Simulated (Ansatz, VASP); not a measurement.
# Two plane-wave programs on Fe

POSCAR

```
Fe
1.0
    4.2550579377      0.0000000000      0.0000000000
   -2.1275289688      3.6849882686      0.0000000000
    0.0000000000      0.0000000000      2.6085355183
Fe
3
Direct
    0.0000000000      0.0000000000      0.0000000000
    0.3333333333      0.6666666667      0.5000000000
    0.6666666667      0.3333333333      0.5000000000
```

The input INCAR.step1:

```
SYSTEM = Fe
ALGO     = Normal         ! electronic algorithm
EDIFF    = 1E-4           ! SCF threshold, eV
ENCUT    = 600            ! plane-wave cutoff, eV
GGA      = PE             ! functional
ISMEAR   = 0              ! smearing method
ISPIN    = 2              ! spin polarisation
LASPH    = .TRUE.         ! aspherical terms in the spheres
LCHARG   = .FALSE.        ! write CHGCAR
LMAXMIX  = 4              ! l up to which the mixer works
LREAL    = .FALSE.        ! projectors in reciprocal space
LWAVE    = .TRUE.         ! write WAVECAR
MAGMOM   = 3.49 3.32 3.32 ! initial moments
NELM     = 150            ! most SCF steps
PREC     = Accurate       ! precision mode
SIGMA    = 0.1            ! smearing width, eV
```

Contents of INCAR.step2:

```
SYSTEM = Fe
ALGO     = Normal         ! electronic algorithm
EDIFF    = 1E-7           ! SCF threshold, eV
EDIFFG   = -0.04          ! ionic threshold
ENCUT    = 600            ! plane-wave cutoff, eV
IBRION   = 2              ! ionic algorithm
ISIF     = 3              ! what is computed and relaxed
ISMEAR   = 0              ! smearing method
ISPIN    = 2              ! spin polarisation
ISTART   = 1            
LASPH    = .TRUE.         ! aspherical terms in the spheres
LCHARG   = .FALSE.        ! write CHGCAR
LMAXMIX  = 4              ! l up to which the mixer works
LMIXTAU  = .TRUE.       
LORBIT   = 11             ! projections on sites
LREAL    = .FALSE.        ! projectors in reciprocal space
LWAVE    = .FALSE.        ! write WAVECAR
MAGMOM   = 3.49 3.32 3.32 ! initial moments
METAGGA  = R2SCAN         ! meta-GGA
NELM     = 150            ! most SCF steps
NSW      = 90             ! ionic steps
PREC     = Accurate       ! precision mode
SIGMA    = 0.1            ! smearing width, eV
```

File KPOINTS:

```
k-points
0
G
  6 6 6
  0 0 0
```

Input for Ansatz:

```yaml
crystal:
  lattice:
    - [4.2550579377, 0.0, 0.0]
    - [-2.1275289688, 3.6849882686, 0.0]
    - [0.0, 0.0, 2.6085355183]
  atoms:
    - { symbol: Fe, position: [0.0, 0.0, 0.0], spin: 3.49 }
    - { symbol: Fe, position: [0.3333333333, 0.6666666667, 0.5], spin: 3.32 }
    - { symbol: Fe, position: [0.6666666667, 0.3333333333, 0.5], spin: 3.32 }
basis:
  ecutwfc: 500
kpoints:
  mp_grid: { grid: [6, 6, 6] }
hamiltonian:
  xc: r2scan
scf:
  occupations: { method: gaussian, width: 0.1 }
  lower_state_search: "off"
output:
  forces: true
  stress: true
  eigenvalues: true
  populations: true
magnetization:
  spin_polarized: true
relax:
  adjacent_minimum: "off"
  f_tol: 0.04
  max_steps: 70
  cell: { stress_tol: 0.4 }
```

Alike in both runs: task relaxation of cell and atoms; functional r2SCAN; k mesh 6 × 6 × 6; occupations gaussian, width 0.1 eV; collinear spin.

```csv
,VASP,Ansatz
version,VASP 6.6.1,Ansatz 0.2.0
potentials or method,"VASP PAW PBE potentials, release 64 (Fe)","scalar-relativistic, plane waves, PAW"
plane-wave cutoff (eV),600,500
valence electrons in the cell,24,48
```

```tsv
	VASP	Ansatz	Ansatz less VASP
gap on the k mesh at the Fermi level, each at its own relaxed structure (eV)	none	none	-
net moment per atom (μB)	2.80	2.81	+0.003
size of the moment on the site where the two differ most (μB)	2.85	2.91	+0.063
relaxed volume (Å³/atom)	12.22	12.26	+0.040
relaxed cell length with the largest relative difference (Å)	2.389	2.392	+0.0032
energy change over the relaxation (meV/atom)	-129	-126	+3.0
```

Site moments also hang on the region over which each program counts them. A gap of «none» marks a metal or a gap that the smearing closes. The two sets of potentials don't hold the same shells in valence.

Caveats: the k mesh is coarse (spacing up to 0.40 Å⁻¹), so the values aren't converged; the PAW data sets were made with another functional, which shifts forces and pressure a little (VASP).
